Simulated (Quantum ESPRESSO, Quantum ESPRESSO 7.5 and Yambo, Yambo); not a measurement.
**A GW chain in Yambo: MoS2 (2H monolayer)**

Wanted: ground state, empty states, screening and self-energy for MoS2 (2H monolayer).

Program: Quantum ESPRESSO 7.5 and Yambo 5.3.0. Level of theory: PBE and many-body steps on it, plane waves. Results are calculated unless marked as measured.

**The experiments to reproduce.**

- Gap 2.16 ± 0.02 eV: quasiparticle gap from STS, corrected for modulation broadening; scanning tunnelling spectroscopy; 5 K; monolayer (CVD-grown monolayer on epitaxial graphene) on epitaxial graphene on SiC (“Quantum-Confined Electronic States arising from Moir'e Pattern of MoS2-WSe2 Hetero-bilayers”, 2017, arxiv:1712.00116).

- Gap 2 eV: quasiparticle gap from STS, about 4 nm away from grain boundary; scanning tunnelling spectroscopy; 300 K; monolayer on HOPG (“Evolution of Metastable Defects and Its Effect on the Electronic Properties of MoS2 Films”, 2018, pmc:5928116).

- Gap 1.83 eV: direct optical gap at K from PL; micro-photoluminescence; 300 K; monolayer (CVD flake transferred onto epitaxial graphene on SiC) on epitaxial graphene/4H-SiC(0001) (“Large area molybdenum disulphide- epitaxial graphene vertical Van der Waals heterostructures”, 2016, pmc:4894673).

- Gap 1.85 eV: direct optical gap from PL peak; photoluminescence, 532 nm; 300 K; monolayer (APCVD monolayer on SiO2/Si) on SiO2/Si (“Fabrication and Characterization of MoS2/h-BN and WS2/h-BN Heterostructures”, 2020, pmc:7765550).

- Gap 2.44 eV: quasiparticle gap onset from absorbance critical point analysis; optical absorbance, critical point analysis; 300 K; monolayer (exfoliated monolayer on SiO2/Si) on SiO2 (“Impact of intrinsic and extrinsic imperfections on the electronic and optical properties of MoS2”, 2019, arxiv:1905.01242).

This is a selection; 32 further reports are not listed.

Most raw output is cut from this account.

### Step 1. Set-up

The cell holds 3 atoms: 1 Mo and 2 S. Its edges and angles: a = 3.185 Å, b = 3.185 Å, c = 16.000 Å, α = 90.0°, β = 90.0°, γ = 120.0°. Vacuum lies along c.

The structure was relaxed with PBE. The runs that relaxed it are not among those shown.

### Step 2. Ground state

This step: Quantum ESPRESSO 7.5; DFT, PBE, plane waves, norm-conserving pseudopotentials.

The ground-state density comes first.

Input file pw.in:

```
&control
  calculation = 'scf'
  prefix = 'x'
  outdir = 'o'
  pseudo_dir = 'pseudo'
/
&system
  ibrav = 0
  nat = 3
  ntyp = 2
  ecutwfc = 72.0
  nbnd = 18
  force_symmorphic = .true.
/
&electrons
  conv_thr = 1e-10
  electron_maxstep = 80
  mixing_beta = 0.5
/
ATOMIC_SPECIES
  Mo 95.95 Mo.upf
  S 32.06 S.upf
CELL_PARAMETERS angstrom
  3.1851812601 -0.0000000000 0.0000000000
  -1.5925906300 2.7584478869 0.0000000000
  0.0000000000 0.0000000000 16.0000000000
ATOMIC_POSITIONS crystal
  Mo 0.3333333333 0.6666666667 0.5000000000
  S 0.6666666667 0.3333333333 0.5976880399
  S 0.6666666667 0.3333333333 0.4023119601
K_POINTS automatic
  12 12 1 0 0 0
```

Started as:

```console
> OMP_NUM_THREADS=1 mpirun -n 4 pw.x -nk 4 -in pw.in > pw.out
```

The job ended after 28 s (4 MPI ranks of Arm Neoverse V1, shared host; peak memory 0.44 GiB).

Numbers from this step:

```yaml
total_energy: -2515.6882 eV
gap: 1.657 eV
k_of_the_valence_top: 0, 0, 0
k_of_the_conduction_bottom: 0.3333, 0.3333, 0
least_direct_gap: 1.676 eV
```

The gap is indirect, with the least direct gap 0.018 eV higher.

### Step 3. Bands along the symmetry lines

Levels along a band path, at the cheap level, show where the edges lie and whether the meshes to come will hold them.

Input file pw.in:

```
&control
  calculation = 'bands'
  prefix = 'x'
  outdir = 'o'
  pseudo_dir = 'pseudo'
/
&system
  ibrav = 0
  nat = 3
  ntyp = 2
  ecutwfc = 72.0
  nbnd = 19
  force_symmorphic = .true.
/
&electrons
  conv_thr = 1e-9
  electron_maxstep = 80
  diago_full_acc = .true.
  diago_thr_init = 5e-6
/
ATOMIC_SPECIES
  Mo 95.95 Mo.upf
  S 32.06 S.upf
CELL_PARAMETERS angstrom
  3.1851812601 -0.0000000000 0.0000000000
  -1.5925906300 2.7584478869 0.0000000000
  0.0000000000 0.0000000000 16.0000000000
ATOMIC_POSITIONS crystal
  Mo 0.3333333333 0.6666666667 0.5000000000
  S 0.6666666667 0.3333333333 0.5976880399
  S 0.6666666667 0.3333333333 0.4023119601
K_POINTS crystal
  25
  0.00000000 0.00000000 0.00000000 1
  0.06250000 0.00000000 0.00000000 1
  0.12500000 0.00000000 0.00000000 1
  0.18750000 0.00000000 0.00000000 1
  0.25000000 0.00000000 0.00000000 1
  0.31250000 0.00000000 0.00000000 1
  0.37500000 0.00000000 0.00000000 1
  0.43750000 0.00000000 0.00000000 1
  0.50000000 0.00000000 0.00000000 1
  0.47916667 0.04166667 0.00000000 1
  0.45833333 0.08333333 0.00000000 1
  0.43750000 0.12500000 0.00000000 1
  0.41666666 0.16666666 0.00000000 1
  0.39583333 0.20833333 0.00000000 1
  0.37500000 0.25000000 0.00000000 1
  0.35416666 0.29166666 0.00000000 1
  0.33333333 0.33333333 0.00000000 1
  0.29166666 0.29166666 0.00000000 1
  0.25000000 0.25000000 0.00000000 1
  0.20833333 0.20833333 0.00000000 1
  0.16666666 0.16666666 0.00000000 1
  0.12500000 0.12500000 0.00000000 1
  0.08333333 0.08333333 0.00000000 1
  0.04166667 0.04166667 0.00000000 1
  0.00000000 0.00000000 0.00000000 1
```

Wall time 10 s (4 MPI ranks); peak memory 0.35 GiB.

This step gave:

- gap: 1.657 eV
- k of the valence top: 0, 0, 0
- k of the conduction bottom: 0.3333, 0.3333, 0
- least direct gap: 1.676 eV

The gap is 1.657 eV, as in the run before at this level.

The electronic bands at the labelled points (eV, zero at the top of the highest filled band):

| point | band 10 | band 11 | band 12 | band 13 | band 14 | band 15 | band 16 | band 17 |
| --- | --- | --- | --- | --- | --- | --- | --- | --- |
| Γ | -1.76 | -1.50 | -1.50 | 0.00 | 2.75 | 2.75 | 3.00 | 3.00 |
| halfway | -2.48 | -1.79 | -1.32 | -0.72 | 2.17 | 2.35 | 2.89 | 3.76 |
| M | -3.16 | -1.86 | -0.98 | -0.63 | 2.23 | 2.74 | 3.86 | 4.29 |
| halfway | -3.12 | -2.35 | -1.88 | -0.32 | 2.12 | 3.02 | 3.49 | 4.37 |
| K | -3.55 | -2.86 | -2.15 | -0.02 | 1.66 | 3.06 | 3.53 | 4.84 |
| halfway | -3.17 | -1.97 | -1.04 | -0.78 | 1.93 | 2.47 | 2.66 | 4.15 |
| Γ | -1.76 | -1.50 | -1.50 | 0.00 | 2.75 | 2.75 | 3.00 | 3.00 |

### Step 4. Empty states on the mesh, 6×6×1 mesh, 89 bands

The sums over transitions need many empty states on a uniform mesh; this step solves for them.

Input file pw.in:

```
&control
  calculation = 'nscf'
  prefix = 'x'
  outdir = 'o'
  pseudo_dir = 'pseudo'
/
&system
  ibrav = 0
  nat = 3
  ntyp = 2
  ecutwfc = 72.0
  nbnd = 89
  force_symmorphic = .true.
/
&electrons
  conv_thr = 1e-9
  electron_maxstep = 80
  diago_full_acc = .true.
  diago_thr_init = 5e-6
/
ATOMIC_SPECIES
  Mo 95.95 Mo.upf
  S 32.06 S.upf
CELL_PARAMETERS angstrom
  3.1851812601 -0.0000000000 0.0000000000
  -1.5925906300 2.7584478869 0.0000000000
  0.0000000000 0.0000000000 16.0000000000
ATOMIC_POSITIONS crystal
  Mo 0.3333333333 0.6666666667 0.5000000000
  S 0.6666666667 0.3333333333 0.5976880399
  S 0.6666666667 0.3333333333 0.4023119601
K_POINTS automatic
  6 6 1 0 0 0
```

The job ended after 20 s (4 MPI ranks; peak memory 0.58 GiB).

This step gave:

* gap: 1.657 eV
* k of the valence top: 0, 0, 0
* k of the conduction bottom: 0.3333, 0.3333, 0
* least direct gap: 1.676 eV
* k points computed: 7
* lowest point of the top converged band, above the valence top: 34.78 eV

On this mesh the gap is 1.657 eV.

### Step 5. Conversion and set-up

This step: Yambo 5.3.0; conversion and set-up on PBE, plane waves, norm-conserving pseudopotentials.

The states are converted to the many-body program's format and the q mesh is built.

Started as:

```console
> (cd o/x.save; p2y > p2y.log; mv SAVE ../..); yambo > setup.log
```

It took 2.6 s on 1 MPI rank; peak memory 0.25 GiB.

### Step 6. Screening and self-energy, 6×6×1 mesh, 89 bands, screening to 129.3 eV

Now the one-shot GW correction: screening in the RPA, then the self-energy of the levels asked for.

This step: G0W0 on PBE, plane waves, norm-conserving pseudopotentials.

Input file gw1.in:

```
HF_and_locXC
gw0
dyson
ppa
em1d
rim_cut
rim_w
RandQpts= 3000000
RandGvec= 100 RL
CUTGeo= "slab z"
RandGvecW= 9 RL
EXXRLvcs= 72 Ry
VXCRLvcs= 288 Ry
Chimod= "HARTREE"
% BndsRnXp
 1 | 89 |
%
NGsBlkXp= 9.5 Ry
% LongDrXp
 1 | 1 | 0 |
%
% GbndRnge
 1 | 89 |
%
DysSolver= "n"
ExtendOut
PPAPntXp= 27.21138 eV
% QPkrange
 1 | 1 | 12 | 15 |
 7 | 7 | 12 | 15 |
%
```

Started as:

```console
> OMP_NUM_THREADS=1 mpirun -n 4 yambo -F gw1.in -J gw1 -C gw1 > gw1.log
```

The job ended after 3.8 min (4 MPI ranks; peak memory 2.2 GiB).

Numbers from this step:

- G0W0 gap on the points computed: 2.605 eV
- starting gap on the mesh: 1.657 eV
- k of the valence top: 0.3333, 0.3333, 0
- k of the conduction bottom: 0.3333, 0.3333, 0
- least direct G0W0 gap on the computed points: 2.605 eV
- Z at the valence top: 0.7384
- Z at the conduction bottom: 0.7336

The gap on the mesh goes from 1.66 eV to 2.61 eV, a correction of +0.95 eV.

Limits: finite bands, cutoff and mesh; no spin-orbit coupling. v1 is the top filled band, c1 the lowest empty one. The levels before and after the correction (eV, zero at the valence-band top of each column):

|  | conduction bottom | valence top |
| --- | --- | --- |
| Kohn-Sham | 1.66 | 0.00 |
| G0W0 | 2.61 | 0.00 |

|  | level | energy (eV) |
| --- | --- | --- |
| Kohn-Sham | (0.333 0.333 0) v2 | -2.145 |
| Kohn-Sham | (0.333 0.333 0) v1 | -0.018 |
| Kohn-Sham | (0.333 0.333 0) c1 | 1.657 |
| Kohn-Sham | (0.333 0.333 0) c2 | 3.058 |
| G0W0 | (0.333 0.333 0) v2 | -2.659 |
| G0W0 | (0.333 0.333 0) v1 | 0.000 |
| G0W0 | (0.333 0.333 0) c1 | 2.605 |
| G0W0 | (0.333 0.333 0) c2 | 3.932 |

### Step 7. Where the time went

Times are wall times on the hardware named with each run, good to a factor of about two.

| step | time | share | memory (GiB) |
| --- | --- | --- | --- |
| ground state | 28 s | 10 % | 0.44 |
| bands along the symmetry lines | 10 s | 3 % | 0.35 |
| empty states on the mesh | 20 s | 7 % | 0.58 |
| conversion and set-up | 2.6 s | 1 % | 0.25 |
| screening and self-energy | 3.8 min | 79 % | 2.2 |

### Step 8. Results

* PBE gap: 1.66 eV, indirect (only 18 meV under the direct gap)
* G0W0 gap on the mesh: 2.61 eV
* GW settings: 6×6×1 mesh, 89 bands, screening to 129.3 eV, Godby-Needs plasmon pole
* known limits: not at the basis limit; no spin-orbit coupling

G0W0 moves the gap on the mesh from 1.66 eV to 2.61 eV (+0.95 eV), with Z of 0.74 and 0.73 at the edges. Only 2 of the mesh's irreducible points were corrected, so a valley elsewhere could overtake. The dearest step here is «screening and self-energy». Against experiment, by G0W0@PBE: the gap of 2.61 eV lies +0.45 eV from the measured 2.16 ± 0.02 eV (electronic, 5 K, on epitaxial graphene on SiC, 2017); the gap of 2.61 eV lies +0.61 eV from the measured 2 eV (electronic, 300 K, on HOPG, 2018); the direct gap of 2.61 eV lies +0.78 eV from the measured 1.83 eV (exciton, 300 K, on epitaxial graphene/4H-SiC(0001), 2016); the direct gap of 2.61 eV lies +0.76 eV from the measured 1.85 eV (exciton, 300 K, on SiO2/Si, 2020); the gap of 2.61 eV lies +0.17 eV from the measured 2.44 eV (electronic, 300 K, on SiO2, 2019). An exciton line or allowed optical edge lies below the quasiparticle gap by the binding energy; a forbidden edge can push the onset above it. The computed sheet is free-standing; a substrate or cover screens it further and lowers both gap and binding, while the exciton line moves little. The calculation has static nuclei and no excitons; a measured gap holds zero-point and thermal motion, which mostly lowers it. Bands and cutoff are finite, so the gap is not at the basis limit. The miss can reach some tenths of an eV and take either sign; the mesh is an error of its own. In the G0W0 run levels were corrected at 2 k points alone, so a gap called «on the mesh» is the least over those, and an edge elsewhere would be missed. The many-body steps are scalar-relativistic: spin-orbit coupling is not in them.

[Paths, hosts, dates, memory and timing lines, banners, echoed tables and standing remarks are left out of the program output.]

[Logs are printed without paths, hosts, clocks, repeated set-up lines and the standing remarks that a program may print on its own settings, such as how far it seeks lower states.]

[Runs of the session that timed out or met a known fault of the program may be left out.]

[Hosts, paths, dates, database ids (printed as entryN), source tags and the programs' standing remarks are cut or masked in the printed files.]
